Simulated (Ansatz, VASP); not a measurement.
## Ba in VASP and in Ansatz

INCAR

```
SYSTEM = Ba
ALGO = Normal ; EDIFF = 1E-6
ENCUT = 520 ; GGA = RE
ISIF = 2 ; ISMEAR = -1
LASPH = .TRUE. ; LCHARG = .TRUE.
LELF = .TRUE. ; LREAL = .FALSE.
LVHAR = .TRUE. ; LWAVE = .FALSE.
NBANDS = 11 ; NELM = 80
PREC = Accurate ; SIGMA = 0.1
```

Contents of KPOINTS:

```
k-points
0
G
  9 9 9
  0 0 0
```

The input POSCAR:

```
Ba
1.0
    4.0441372922      0.0000000000      0.0000000000
    0.0000000000      4.0441372922      0.0000000000
    0.0000000000      0.0000000000      4.0441372922
Ba
1
Direct
    0.0000000000      0.0000000000      0.0000000000
```

Input for Ansatz:

```yaml
crystal:
  lattice:
    - [4.0441372922, 0.0, 0.0]
    - [0.0, 4.0441372922, 0.0]
    - [0.0, 0.0, 4.0441372922]
  atoms:
    - { symbol: Ba, position: [0.0, 0.0, 0.0] }
hamiltonian:
  xc: revpbe
  pseudopotentials:
    kind: paw
    azcp:
      Ba: "pseudopotentials/Ba.paw.azcp"
basis:
  ecutwfc: 420
  fft_grid_basis: typed
kpoints:
  mp_grid: { grid: [9, 9, 9], shift: [0, 0, 0] }
magnetization:
  spin_polarized: false
scf:
  occupations: { method: fermi_dirac, width: 0.1 }
  lower_state_search: "off"
output:
  stress: true
```

Alike in both runs: task single point; functional revPBE; k mesh 9 × 9 × 9; occupations fermi-dirac, width 0.1 eV; no spin polarisation.

|  | VASP | Ansatz |
| --- | --- | --- |
| version | VASP 6.6.1 | Ansatz 0.2.0 |
| potentials or method | VASP PAW PBE potentials, release 64 (Ba_sv) | plane waves (420 eV) with PAW, scalar-relativistic |
| plane-wave cutoff (eV) | 520 | 420 |
| valence electrons in the cell | 10 | 10 |

|  | VASP | Ansatz | Ansatz less VASP |
| --- | --- | --- | --- |
| pressure (GPa) | 0.1 | 0.0 | -0.08 |

Caveats: the PAW data sets were made with another functional, which shifts forces and pressure a little (VASP).
